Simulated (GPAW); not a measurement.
A run of GPAW 26.7.0:

The input run.py:

```python
from ase import Atoms
from ase.eos import EquationOfState
from ase.io import Trajectory
from ase.units import GPa
from gpaw import GPAW, PW, setup_paths

setup_paths.insert(0, '.')

atoms = Atoms(['Sb', 'Sb'],
              cell=[[3.3545324186, 0.0, 0.0],
                    [-1.6772662093, 2.9051102923, 0.0],
                    [0.0, 0.0, 5.47016065]],
              scaled_positions=[[0.6666666667, 0.3333333333, 0.75],
                                [0.3333333333, 0.6666666667, 0.25]],
              pbc=True)

traj = Trajectory('eos.traj', 'w')
volumes, energies = [], []
for x in [0.94, 0.96, 0.98, 1.0, 1.02, 1.04, 1.06]:
    a = atoms.copy()
    a.set_cell(atoms.cell * x**(1 / 3), scale_atoms=True)
    calc = GPAW(mode=PW(600),
                xc='PBEsol',
                kpts={'size': (9, 9, 5), 'gamma': True},
                occupations={'name': 'fermi-dirac', 'width': 0.05},
                nbands=25,
                convergence={'density': 1e-05, 'energy': 1e-05},
                maxiter=150,
                txt=f'eos-{x:.2f}.txt')
    a.calc = calc
    energies.append(a.get_potential_energy(force_consistent=True))
    volumes.append(a.get_volume())
    p = -a.get_stress()[:3].mean() / GPa
    calc.write(f'eos-{x:.2f}.gpw')
    traj.write(a)
    print(f'{x:.2f} {volumes[-1]:10.4f} A^3 {energies[-1]:14.6f} eV {p:9.3f} GPa', flush=True)

v0, e0, B = EquationOfState(volumes, energies, eos='birchmurnaghan').fit()
print(f'V0 = {v0:.4f} A^3, E0 = {e0:.6f} eV, B0 = {B / GPa:.2f} GPa')
```

Potentials or basis: PAW data sets generated in the run's folder for this functional, pw.

Launch:

```console
$ gpaw-setup -f PBEsol Sb
$ OMP_NUM_THREADS=1 python run.py
```

Hardware: 1 thread of Intel(R) Xeon(R) Platinum 8375C CPU @ 2.90GHz (Ice Lake) (shared host).

Question: Estimate the wall time of this run.

Answer: Wall time 2.6 min on 1 thread of Intel(R) Xeon(R) Platinum 8375C CPU @ 2.90GHz (Ice Lake), on a shared host, peak memory 0.4 GiB. Counts: scf iterations 61, plane waves 1713, bands 25, k points 50.
